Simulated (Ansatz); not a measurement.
From the elastic tensor of Se to moduli and sound speeds

These are results of DFT PBE, scalar-relativistic, plane waves, PAW in Ansatz 0.2.0, not measurements. Cutoff 420 eV, 6×6×6 k-points (Γ-centred), fixed occupations. No spin polarisation.

Symmetry: P3_121, No. 152, trigonal system. Conventional cell: a = 4.526 Å, b = 4.526 Å, c = 5.044 Å, α = 90.00°, β = 90.00°, γ = 120.00°. Se (site symmetry 2) has 2 Se at 2.40 Å as nearest neighbours.

The crystal is built of chains and no dispersion correction was added, so the binding between them is poorly described, and with it their spacing and whatever depends on it.

Relaxed-ion constants (GPa, on the Cartesian axes of the calculation):
```
 7.3  2.4  9.0  2.9  0.0  0.0
 2.4  7.3  9.0 -2.9  0.0  0.0
 8.9  8.9 70.2  0.0  0.0  0.0
 2.9 -2.9  0.0 11.4  0.0  0.0
 0.0  0.0  0.0  0.0 11.4  2.9
 0.0  0.0  0.0  0.0  2.9  2.4
```

Density 4.397 g/cm³; 3 atoms in 89.46 Å³.

The values that follow are for a polycrystal of randomly turned grains, by Hill's mean where one number stands. In a crystal this anisotropic the Voigt and Reuss bounds lie far apart, so Hill's mean and the sound speeds and Debye temperature from it are rough.

```
Bulk modulus, Voigt / Reuss / Hill          : 13.9 / 4.6 / 9.3 GPa
Shear modulus, Voigt / Reuss / Hill         : 9.3 / 3.1 / 6.2 GPa
Young's modulus                             : 15 GPa
Poisson ratio                               : 0.225
Pugh ratio B/G                              : 1.48
Universal anisotropy index                  : 11.92
Longitudinal and transverse sound speeds    : 2000 and 1192 m/s
Debye temperature from the mean sound speed : 127 K
```

Cost: 1 run of about 13 core-minutes, on Intel Xeon Processor @ 2.50GHz (Skylake/Cascade Lake) (shared hosts).